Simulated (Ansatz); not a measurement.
InSb (CsCl type), DFT, PBE, all-electron LAPW, scalar-relativistic (Ansatz 0.2.0), on 1 thread of Intel(R) Xeon(R) Platinum 8488C (Sapphire Rapids) (shared host).

Command: `ansatz run input.yaml --threads 1 --pin off --max-ram 3584MiB --backend cpu --events-out ev --progress --plain --runs-dir out`

```yaml
crystal:
  lattice:
    - [3.2374595647, 0.0, 0.0]
    - [0.0, 3.2374595647, 0.0]
    - [0.0, 0.0, 3.2374595647]
  atoms:
    - { symbol: In, position: [0.0, 0.0, 0.0] }
    - { symbol: Sb, position: [0.5, 0.5, 0.5] }
kpoints:
  mp_grid: { grid: [13, 13, 13] }
scf:
  occupations: { method: fermi_dirac, width: 0.1 }
hamiltonian:
  xc: pbe
  pseudopotentials: { kind: all_electron, lapw: { basis_error: 0.0005 } }
output:
  forces: true
  stress: true
  eigenvalues: true
relax:
  f_tol: 0.005
  max_steps: 12
  cell: { p_target: 73.0, stress_tol: 0.036 }
```

**Question.** How large is the problem that the program sets up?

**Answer.** 84 irreducible k-points, 389 plane waves at Γ, 27 bands.

**Question.** About how long does it take, and how much memory?

**Answer.** 28 s of wall time for 10 SCF iterations over 1 geometries, with a peak of 0.56 GiB. Times on shared machines scatter by tens of per cent.
